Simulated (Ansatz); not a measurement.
Geometry optimisation, Ansatz, DFT PBE, scalar-relativistic, plane waves, PAW.

input.yaml

```yaml
accuracy: low
crystal:
  lattice:
    - [5.654042, 0.0, 0.0]
    - [0.0, 6.95324, 0.0]
    - [0.0, 0.0, 21.961491]
  atoms:
    - { symbol: Ba, position: [0.0, 0.0, 0.0455342] }
    - { symbol: Ti, position: [0.5, 0.1513667, 0.1198544] }
    - { symbol: O, position: [0.74525, 0.0119667, 0.1563084] }
    - { symbol: O, position: [0.5, 0.0119667, 0.0469463] }
    - { symbol: O, position: [0.25475, 0.0119667, 0.1563084] }
    - { symbol: Ba, position: [0.0, 0.3333333, 0.1941745] }
    - { symbol: Ti, position: [0.0, 0.4847, 0.0455342] }
    - { symbol: O, position: [0.24525, 0.3453, 0.0819883] }
    - { symbol: O, position: [0.5, 0.3453, 0.1955866] }
    - { symbol: O, position: [0.75475, 0.3453, 0.0819883] }
    - { symbol: Ba, position: [0.5, 0.6666667, 0.1198544] }
    - { symbol: Ti, position: [1.0, 0.8180333, 0.1941745] }
    - { symbol: O, position: [0.24525, 0.6786333, 0.2306286] }
    - { symbol: O, position: [0.0, 0.6786333, 0.1212665] }
    - { symbol: O, position: [0.75475, 0.6786333, 0.2306286] }
    - { symbol: Ba, position: [0.5, 0.0, 0.2684947] }
    - { symbol: Ti, position: [1.0, 0.1513667, 0.3428148] }
    - { symbol: O, position: [0.24525, 0.0119667, 0.3792689] }
    - { symbol: O, position: [0.0, 0.0119667, 0.2699068] }
    - { symbol: O, position: [0.75475, 0.0119667, 0.3792689] }
    - { symbol: Ba, position: [0.5, 0.3333333, 0.417135] }
    - { symbol: Ti, position: [0.5, 0.4847, 0.2684947] }
    - { symbol: O, position: [0.74525, 0.3453, 0.3049487] }
    - { symbol: O, position: [0.0, 0.3453, 0.4185471] }
    - { symbol: O, position: [0.25475, 0.3453, 0.3049487] }
    - { symbol: Ba, position: [1.0, 0.6666667, 0.3428148] }
    - { symbol: Ti, position: [0.5, 0.8180333, 0.417135] }
    - { symbol: O, position: [0.74525, 0.6786333, 0.453589] }
    - { symbol: O, position: [0.5, 0.6786333, 0.3442269] }
    - { symbol: O, position: [0.25475, 0.6786333, 0.453589] }
    - { symbol: O, position: [-0.0077658, 0.8879177, 0.4531337], spin: 1.0 }
magnetization:
  spin_polarized: true
basis:
  ecutwfc: 420.0
kpoints:
  mp_grid: { grid: [2, 1, 1] }
hamiltonian:
  xc: pbe
  pseudopotentials: { kind: paw, azcp: { folder: soft_1 } }
scf:
  occupations: { method: fermi_dirac, width: 0.05 }
  lower_state_search: "off"
relax:
  f_tol: 0.08
  max_steps: 25
  adjacent_minimum: "off"
  constraints: [{ sites: [0, 3, 6, 7, 9] }]
output:
  write_density: true
  write_potential: true
  elf: true
  volumetric_format: npy
```

Run as:

```bash
$ ansatz run input.yaml --threads 4 --pin off --max-ram 10240MiB --backend cpu --events-out ev --progress --plain --runs-dir out
```

Task: Where does it end, and by what steps?

Result: The forces met the threshold. The force dipped under the threshold on the way, but the program's further checks kept it going. Limits of this set-up: coarse k mesh, thin slab, slab without dipole correction, a typed lattice constant that wasn't relaxed here, low accuracy level. After 24 steps the energy has fallen by 7.515 eV; O28 moved furthest, 2.53 Å. Parted: Ba26–O28 (2.83 → 4.44 Å). Joined: O28–O31 (2.02 → 1.35 Å).

```tsv
step	energy less start (eV)	largest force component (eV/Å)	accepted
0	0.0000	3.152	yes
1	-1.8847	3.164	yes
2	-4.0385	2.520	yes
3	-5.3744	1.785	yes
4	-5.6640	5.509	yes
5	-6.2061	0.457	yes
6	-6.3611	0.318	yes
7	-6.4387	0.398	yes
8	-6.4829	0.285	yes
9	-6.5227	0.334	yes
10	-6.5679	0.542	yes
11	-6.6179	1.080	yes
12	-6.7219	0.336	yes
13	-6.8363	1.302	yes
14	-6.9863	1.852	yes
15	-7.1603	1.672	yes
16	-7.3708	0.973	yes
17	-7.4496	0.423	yes
18	-7.4756	0.529	yes
19	-7.4930	0.447	yes
20	-7.4246	1.025	no
21	-7.4962	0.533	yes
22	-7.5059	0.247	yes
23	-7.5151	0.056	yes
24	-7.5151	0.057	yes
```

```xyz
31
Lattice="5.6540 0.0000 0.0000 0.0000 6.9532 0.0000 0.0000 0.0000 21.9615" Properties=species:S:1:pos:R:3
Ba 0.000 0.000 1.000
Ti 2.826 0.996 2.560
O 4.275 0.082 3.366
O 2.827 0.083 1.031
O 1.382 0.059 3.358
Ba -0.001 2.373 4.425
Ti 0.000 3.370 1.000
O 1.387 2.401 1.801
O 2.799 2.433 4.425
O 4.267 2.401 1.801
Ba 2.828 4.591 2.820
Ti 5.661 5.927 4.542
O 1.392 4.773 5.042
O 0.000 4.745 2.080
O 4.272 4.780 4.989
Ba 2.814 0.091 6.059
Ti 5.533 1.305 7.979
O 1.389 0.193 8.546
O 0.019 0.067 5.946
O 4.157 0.183 8.352
Ba 2.710 2.303 9.765
Ti 2.819 3.413 6.099
O 4.278 2.480 6.772
O -0.248 2.433 9.319
O 1.440 2.503 6.902
Ba 5.619 4.714 7.880
Ti 2.640 5.875 9.246
O 3.260 6.811 11.007
O 2.922 4.791 7.641
O 1.666 4.664 10.020
O -1.566 5.781 10.711
```

Whether the end is a true minimum wasn't checked by a vibrational analysis.

The run took 8.2 min on 4 threads of Arm Neoverse V2 (shared host), peak memory 2.6 GiB.
